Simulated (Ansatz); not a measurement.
ZnS: a prediction, then the measurements

Method: DFT PBE, scalar-relativistic, plane waves, PAW in Ansatz.

Cutoff 420 eV; k points 8×8×8 on the computed 2-atom cell (Γ-centred); Gaussian smearing, width 0.02 eV; no spin polarisation.

Relaxed structure:

```
Zn S
1.0
     0.00000    2.72159    2.72159
     2.72159    0.00000    2.72159
     2.72159    2.72159    0.00000
Zn S
1 1
Direct
  0.25000 0.25000 0.25000
  0.00000 0.00000 0.00000
```

```json
{
  "Space group": "F-43m (No. 216)",
  "Volume per atom": "20.16 Å³",
  "Formation energy from the elements' standard states (uncorrected)": "-0.822 eV/atom",
  "Kohn–Sham band gap": "2.02 eV",
  "Orbital (Löwdin) character of the top 1 eV of the valence band": "S 3p 88 %, Zn 3d 8 %",
  "Orbital (Löwdin) character of the lowest 1 eV of the conduction band": "Zn 4s 57 %, S 3s 25 %, S 3p 16 %",
  "Bulk modulus": "69 GPa",
  "Its pressure derivative": "4.4",
  "Bader charge by site (e)": "Zn (1 in the cell) 0.89, S (1 in the cell) -0.89"
}
```

**Against measurements.**

Against the measured lattice constant a of ZnS, 5.42 Å (300 K; a printed reference work (textbook)), the calculated 5.443 Å is off by +0.4 %. The calculation is for 0 K without zero-point motion. Against the measured band gap of ZnS, 3.68 eV (direct; 300 K; a printed reference work (textbook)), the calculated 2.02 eV is off by -1.66 eV. Kohn–Sham gaps of semilocal functionals fall short of measured ones as a rule. A measured bulk modulus of ZnS is 76.9 GPa (quoted in “Electronic, vibrational, and thermodynamic properties of ZnS (zincblende and rocksalt structure)”, 2009, arxiv:0911.5022); the calculated 69 GPa falls short of it by 9.7 %. The calculation is for 0 K without zero-point motion.

It comes from a database structure that was distorted and then relaxed. Löwdin shares on free-atom orbitals overweight diffuse shells in the empty bands.
